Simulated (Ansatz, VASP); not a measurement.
# One calculation of KMgF3, two programs

```
CELL_PARAMETERS angstrom
3.98590 0.01495 0.00000
0.01495 3.98590 0.00000
0.00000 0.00000 3.98590
ATOMIC_POSITIONS crystal
K 0.50000 0.50000 0.50000
Mg 0.00000 0.00000 0.00000
F 0.50000 0.00000 0.00000
F 0.00000 0.50000 0.00000
F 0.00000 0.00000 0.50000
```

Change from the starting cell: strain +0.0075 x Voigt [0, 0, 0, 0, 0, 1], atoms carried along.

Alike in both runs: task single point; functional PBE; k mesh 6 × 6 × 6; occupations gaussian, width 0.05 eV; no spin polarisation.

|  | VASP | Ansatz |
| --- | --- | --- |
| version | VASP 6.6.1 | Ansatz 0.2.0 |
| potentials or method | VASP PAW PBE potentials, release 64 (K_sv, Mg, F) | scalar-relativistic, plane waves, PAW |
| plane-wave cutoff (eV) | 520 | 420 |
| valence electrons in the cell | 32 | 40 |

```csv
,VASP,Ansatz,Ansatz less VASP
gap on the k mesh at the Fermi level (eV),7.30,7.33,+0.030
least direct gap on the mesh (eV),7.61,7.64,+0.028
pressure (GPa),3.4,3.8,+0.43
largest component of the traceless stress (GPa),0.36,0.36,-0.005
```

The two sets of potentials don't hold the same shells in valence.

A k mesh can miss the band edges.
